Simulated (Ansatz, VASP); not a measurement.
# Two plane-wave programs on B

```
B
1.0
     0.00000    1.41371    1.41371
     1.41371    0.00000    1.41371
     1.41371    1.41371    0.00000
B
1
Direct
  0.00000 0.00000 0.00000
```

Alike in both runs: task single point; functional PBE; k mesh 21 × 21 × 21; occupations fermi-dirac, width 0.1 eV; no spin polarisation.

|  | VASP | Ansatz |
| --- | --- | --- |
| version | VASP 6.6.1 | Ansatz 0.2.0 |
| potentials or method | VASP PAW PBE potentials, release 64 (B) | plane waves (420 eV) with PAW, scalar-relativistic |
| plane-wave cutoff (eV) | 520 | 420 |
| valence electrons in the cell | 3 | 3 |

|  | VASP | Ansatz | Ansatz less VASP |
| --- | --- | --- | --- |
| pressure (GPa) | 12.1 | 12.1 | -0.04 |
